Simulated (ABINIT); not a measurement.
# MgSi (P4/mmm) in ABINIT: single point with PBEsol

Aim: the single point of MgSi with PBEsol.

All numbers are computed with ABINIT 10.8.3 (patched build); they aren't measurements. Logs are shortened: lines on timing, memory, paths and dates and some standing lists are left out, and cuts for length are marked. The log counts tension as positive stress, the text compression.

## 1. The crystal as given

Symmetry: P4/mmm, No. 123, tetragonal system. Conventional cell: a = 2.908 Å, b = 2.908 Å, c = 4.103 Å, α = 90.00°, β = 90.00°, γ = 90.00°. Si (site symmetry 4/mmm) has 8 Mg at 2.90 Å and 4 Si at 2.91 Å as nearest neighbours. Around Mg (site symmetry 4/mmm) lie 8 Si at 2.90 Å and 4 Mg at 2.91 Å.

The cell comes from a database or a generator and needn't be the stable form of this composition.

## 2. Single point, PBEsol

The input, run.abi:

```
# Pseudopotentials
pp_dirpath "./"
pseudos "Si.upf, Mg.upf"

# Structure
acell 3*1.0 Angstrom
rprim
     2.9083940000     0.0000000000     0.0000000000
     0.0000000000     2.9083940000     0.0000000000
     0.0000000000     0.0000000000     4.1034270000
ntypat 2
znucl 14 12
natom 2
typat 1 2
xcart
     2.7480340613     2.7480340613     3.8771766012
     0.0000000000     0.0000000000     0.0000000000

# Plane-wave basis
ecut 38.0

# k points
kptopt 1
ngkpt 7 7 5
nshiftk 1
shiftk 0.0 0.0 0.0

# Exchange and correlation
ixc -116133

# Bands and occupations
nband 11
occopt 3
tsmear 0.05 eV

# SCF cycle
nstep 100
tolvrs 1.0e-10

# Output
iomode 3
prtwf 0
prtden 0
prteig 0
prtebands 0
enunit 1
```

Potentials or basis: PseudoDojo NC SR PBEsol v0.4.1 standard.

Run with:

```bash
> mpirun --bind-to none -np 4 abinit run.abi > log 2>&1
```

run.abo:

```text
.Version 10.8.3 of ABINIT
 Symmetries : space group P4/m m m (#123); Bravais tP (primitive tetrag.)
================================================================================
 Values of the parameters that define the memory need of the present run
     intxc =       0    ionmov =       0      iscf =       7    lmnmax =       6
     lnmax =       6     mgfft =      45  mpssoang =       3    mqgrid =    3001
     natom =       2  nloc_mem =       1    nspden =       1   nspinor =       1
    nsppol =       1      nsym =      16    n1xccc =    2501    ntypat =       2
    occopt =       3   xclevel =       2
       mpw =        2638          nfft =       46080          nkpt =          30
================================================================================
================================================================================

--------------------------------------------------------------------------------
------------- Echo of variables that govern the present computation ------------
--------------------------------------------------------------------------------
 -outvars: echo values of preprocessed input variables --------
            acell      1.8897261259E+00  1.8897261259E+00  1.8897261259E+00 Bohr
              amu      2.80855000E+01  2.43050000E+01
             ecut      3.80000000E+01 Hartree
           enunit           1
              ixc     -116133
         kptrlatt        7    0    0      0    7    0      0    0    5
          kptrlen      3.84724769E+01
            natom           2
            nband          11
            ngfft          32      32      45
             nkpt          30
            nstep         100
             nsym          16
           ntypat           2
           occopt           3
           prtden           0
        prtebands           0
           prteig           0
            prtwf           0
            rprim      2.9083940000E+00  0.0000000000E+00  0.0000000000E+00
                       0.0000000000E+00  2.9083940000E+00  0.0000000000E+00
                       0.0000000000E+00  0.0000000000E+00  4.1034270000E+00
          spgroup         123
           tolvrs      1.00000000E-10
           tsmear      1.83746611E-03 Hartree
            typat      1  2
           xangst      1.4541969990E+00  1.4541969990E+00  2.0517134986E+00
                      -9.6136650019E-10 -9.6136650019E-10 -1.3905173230E-09
            xcart      2.7480340613E+00  2.7480340613E+00  3.8771766012E+00
                      -1.8167193920E-09 -1.8167193920E-09 -2.6276969138E-09
             xred      4.9999999967E-01  4.9999999967E-01  4.9999999966E-01
                      -3.3054892157E-10 -3.3054892157E-10 -3.3886732309E-10
            znucl       14.00000   12.00000

================================================================================

 chkinp: Checking input parameters for consistency.

================================================================================
== DATASET  1 ==================================================================

--- !DatasetInfo
iteration_state: {dtset: 1, }
dimensions: {natom: 2, nkpt: 30, mband: 11, nsppol: 1, nspinor: 1, nspden: 1, mpw: 2638, }
cutoff_energies: {ecut:  38.0, pawecutdg:  -1.0, }
electrons: {nelect:   1.40000000E+01, charge:   0.00000000E+00, occopt:   3.00000000E+00, tsmear:   1.83746611E-03, }
meta: {optdriver: 0, ionmov: 0, optcell: 0, iscf: 7, paral_kgb: 0, }
...

 Real(R)+Recip(G) space primitive vectors, cartesian coordinates (Bohr,Bohr^-1):
 R(1)=  5.4960681  0.0000000  0.0000000  G(1)=  0.1819483  0.0000000  0.0000000
 R(2)=  0.0000000  5.4960681  0.0000000  G(2)=  0.0000000  0.1819483  0.0000000
 R(3)=  0.0000000  0.0000000  7.7543532  G(3)=  0.0000000  0.0000000  0.1289598
 Unit cell volume ucvol=  2.3423392E+02 bohr^3
 Angles (23,13,12)=  9.00000000E+01  9.00000000E+01  9.00000000E+01 degrees

 getcut: wavevector=  0.0000  0.0000  0.0000  ngfft=  32  32  45
         ecut(hartree)=     38.000   => boxcut(ratio)=   2.04480

--- Pseudopotential description ------------------------------------------------
- pspini: atom type   1  psp file is ./Si.upf
12 -116133 2 -1 1510                          pspcod,pspxc,lmax,lloc,mmax
     nproj     2     2     2

- pspini: atom type   2  psp file is ./Mg.upf
12 -116133 1 -1 1510                          pspcod,pspxc,lmax,lloc,mmax
     nproj     2     2     0

   2.38657364E+02                                ecore*ucvol(ha*bohr**3)
--------------------------------------------------------------------------------

================================================================================

--- !BeginCycle
iteration_state: {dtset: 1, }
solver: {iscf: 7, nstep: 100, nline: 4, wfoptalg: 0, }
tolerances: {tolvrs: 1.00E-10, }
...

     iter   Etot(hartree)      deltaE(h)  residm     vres2
 ETOT  1  -63.506671372476    -6.351E+01 1.147E-01 2.604E+01
 ETOT  2  -63.534057336481    -2.739E-02 1.192E-03 3.831E-01
 ETOT  3  -63.534096640491    -3.930E-05 1.948E-04 1.187E-02
 ETOT  4  -63.534098637638    -1.997E-06 5.181E-04 1.790E-03
 ETOT  5  -63.534099030168    -3.925E-07 6.721E-05 2.608E-05
 ETOT  6  -63.534099037749    -7.581E-09 2.089E-04 1.255E-07
 ETOT  7  -63.534099037760    -1.165E-11 3.905E-05 1.219E-09
 ETOT  8  -63.534099037760     1.634E-13 5.853E-05 9.324E-12

 At SCF step    8       vres2   =  9.32E-12 < tolvrs=  1.00E-10 =>converged.

 Cartesian components of stress tensor (hartree/bohr^3)
  sigma(1 1)=  1.26069413E-04  sigma(3 2)=  0.00000000E+00
  sigma(2 2)=  1.26069413E-04  sigma(3 1)=  0.00000000E+00
  sigma(3 3)=  1.86246002E-05  sigma(2 1)=  0.00000000E+00

--- !ResultsGS
iteration_state: {dtset: 1, }
comment   : Summary of ground state results
lattice_vectors:
- [  5.4960681,   0.0000000,   0.0000000, ]
- [  0.0000000,   5.4960681,   0.0000000, ]
- [  0.0000000,   0.0000000,   7.7543532, ]
lattice_lengths: [   5.49607,    5.49607,    7.75435, ]
lattice_angles: [ 90.000,  90.000,  90.000, ] # degrees, (23, 13, 12)
lattice_volume:   2.3423392E+02
convergence: {deltae:  1.634E-13, res2:  9.324E-12, residm:  5.853E-05, diffor: null, }
etotal    :  -6.35340990E+01
entropy   :   0.00000000E+00
fermie    :   2.29789049E-01
cartesian_stress_tensor: # hartree/bohr^3
- [  1.26069413E-04,   0.00000000E+00,   0.00000000E+00, ]
- [  0.00000000E+00,   1.26069413E-04,   0.00000000E+00, ]
- [  0.00000000E+00,   0.00000000E+00,   1.86246002E-05, ]
pressure_GPa:  -2.6554E+00
xred      :
- [  5.0000E-01,   5.0000E-01,   5.0000E-01, Si]
- [ -3.3055E-10,  -3.3055E-10,  -3.3887E-10, Mg]
cartesian_forces: # hartree/bohr
- [ -0.00000000E+00,  -0.00000000E+00,  -0.00000000E+00, ]
- [ -0.00000000E+00,  -0.00000000E+00,  -0.00000000E+00, ]
force_length_stats: {min:   0.00000000E+00, max:   0.00000000E+00, mean:   0.00000000E+00, }
...

 Integrated electronic density in atomic spheres:
 ------------------------------------------------
 Atom  Sphere_radius  Integrated_density
    1        2.00000          1.61778842
    2        2.00000          8.33132969
================================================================================

 ----iterations are completed or convergence reached----

 Mean square residual over all n,k,spin=   42.024E-08; max=  58.535E-06
 reduced coordinates (array xred) for    2 atoms
       0.499999999669      0.499999999669      0.499999999661
      -0.000000000331     -0.000000000331     -0.000000000339
 rms dE/dt=  0.0000E+00; max dE/dt=  0.0000E+00; dE/dt below (all hartree)
    1       0.000000000000      0.000000000000      0.000000000000
    2       0.000000000000      0.000000000000      0.000000000000

 cartesian coordinates (angstrom) at end:
    1      1.45419699903863     1.45419699903863     2.05171349860948
    2     -0.00000000096137    -0.00000000096137    -0.00000000139052

 cartesian forces (hartree/bohr) at end:
    1     -0.00000000000000    -0.00000000000000    -0.00000000000000
    2     -0.00000000000000    -0.00000000000000    -0.00000000000000
 frms,max,avg= 0.0000000E+00 0.0000000E+00   0.000E+00  0.000E+00  0.000E+00 h/b

 cartesian forces (eV/Angstrom) at end:
    1     -0.00000000000000    -0.00000000000000    -0.00000000000000
    2     -0.00000000000000    -0.00000000000000    -0.00000000000000
 frms,max,avg= 0.0000000E+00 0.0000000E+00   0.000E+00  0.000E+00  0.000E+00 e/A
 length scales=  1.889726125908  1.889726125908  1.889726125908 bohr
              =  1.000000000000  1.000000000000  1.000000000000 angstroms
 Fermi (or HOMO) energy (eV) =   6.25288   Average Vxc (eV)= -10.05159
 Eigenvalues (   eV  ) for nkpt=  30  k points:
 kpt#   1, nband= 11, wtk=  0.00408, kpt=  0.0000  0.0000  0.0000 (reduced coord)
 -69.46703  -36.41809  -36.41809  -36.41737   -4.98589    3.46210    5.32431   10.59561
  10.59561   11.72117   14.60706
 prteigrs : prtvol=0 or 1, do not print more k-points.

--- !EnergyTerms
iteration_state     : {dtset: 1, }
comment             : Components of total free energy in Hartree
kinetic             :  3.54094797303661E+01
hartree             :  2.27038904508105E+01
xc                  : -9.33884116475058E+00
Ewald energy        : -3.15444732161606E+01
psp_core            :  1.01888471268367E+00
local_psp           : -6.42677762131457E+01
non_local_psp       : -1.75151301406489E+01
internal            : -6.35339658408456E+01
'-kT*entropy'       : -1.33196914636205E-04
total_energy        : -6.35340990377602E+01
total_energy_eV     : -1.72885090870690E+03
band_energy         : -1.27710961976083E+01
...

 Cartesian components of stress tensor (hartree/bohr^3)
  sigma(1 1)=  1.26069413E-04  sigma(3 2)=  0.00000000E+00
  sigma(2 2)=  1.26069413E-04  sigma(3 1)=  0.00000000E+00
  sigma(3 3)=  1.86246002E-05  sigma(2 1)=  0.00000000E+00

-Cartesian components of stress tensor (GPa)         [Pressure= -2.6554E+00 GPa]
- sigma(1 1)=  3.70909020E+00  sigma(3 2)=  0.00000000E+00
- sigma(2 2)=  3.70909020E+00  sigma(3 1)=  0.00000000E+00
- sigma(3 3)=  5.47954655E-01  sigma(2 1)=  0.00000000E+00

== END DATASET(S) ==============================================================
================================================================================

 -outvars: echo values of variables after computation  --------
            acell      1.8897261259E+00  1.8897261259E+00  1.8897261259E+00 Bohr
           etotal     -6.3534099038E+01
            fcart     -0.0000000000E+00 -0.0000000000E+00 -0.0000000000E+00
                      -0.0000000000E+00 -0.0000000000E+00 -0.0000000000E+00
            rprim      2.9083940000E+00  0.0000000000E+00  0.0000000000E+00
                       0.0000000000E+00  2.9083940000E+00  0.0000000000E+00
                       0.0000000000E+00  0.0000000000E+00  4.1034270000E+00
           strten      1.2606941346E-04  1.2606941346E-04  1.8624600169E-05
                       0.0000000000E+00  0.0000000000E+00  0.0000000000E+00
           xangst      1.4541969990E+00  1.4541969990E+00  2.0517134986E+00
                      -9.6136650019E-10 -9.6136650019E-10 -1.3905173230E-09
             xred      4.9999999967E-01  4.9999999967E-01  4.9999999966E-01
                      -3.3054892157E-10 -3.3054892157E-10 -3.3886732309E-10
 Calculation completed.
```

Wall time 3.2 s (4 MPI ranks of AMD EPYC 9R45 (Zen 5), shared host); peak memory 0.28 GiB.

What came out:

| Quantity | Value |
| --- | --- |
| Free energy | -1728.8509 eV |
| Pressure | -2.7 GPa |
| Band gap on the k mesh | none (metal or under the smearing width) |
| Valence electrons inside the program's atomic spheres | Si 1.62; Mg 8.33 |

Levels at points of the mesh, in eV from the Fermi level:
```tsv
k point	band 5	band 6	band 7	band 8	band 9	band 10
(0.00, 0.00, 0.00)	-11.24	-2.79	-0.93	4.34	4.34	5.47
```
